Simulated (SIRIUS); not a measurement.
Crystal: Au.

```
CELL_PARAMETERS angstrom
2.87792 0.00000 0.00000
1.43896 2.49236 0.00000
1.43896 0.83079 2.34982
ATOMIC_POSITIONS crystal
Au 0.00000 0.00000 0.00000
```

| Item | Value |
| --- | --- |
| Program | SIRIUS 7.12.0 |
| Task | relaxation of cell and atoms |
| Functional | RPBE |
| Dispersion | D3(BJ) |
| Potentials or basis | PseudoDojo 0.4.1 PBE standard (scalar relativistic) |
| Cutoff | 1054 eV |
| Density cutoff | 4214 eV |
| k mesh | 8 × 8 × 8 |
| Occupations | fermi-dirac, width 0.05 eV |
| Spin | no spin polarisation |

At the start: pressure -25.2 GPa; volume 16.85 Å³/atom.

Task: Where does the relaxation end?

Result: Over 3 steps the energy falls by 163.4 meV/atom and the volume is 15.01 Å³/atom (-10.9 %); space group Fm-3m (No. 225, to 0.05 Å).

The path:
```
step  energy change (eV)  largest force (eV/Å)  pressure (GPa)  volume (Å³)
   1              0.0000                0.0000          -25.19        16.85
   2             -0.1634                0.0000           -0.57        15.05
   3             -0.1634                0.0000            0.12        15.01
```

Final structure:
```
Au
1.0
     2.76882    0.00000    0.00000
     1.38441    2.39787    0.00000
     1.38441    0.79929    2.26073
Au
1
Direct
  0.00000 0.00000 0.00000
```

Caveat: the potentials were made for another functional, which shifts forces and pressure; pairwise dispersion overbinds metals, which lowers pressure and volume.
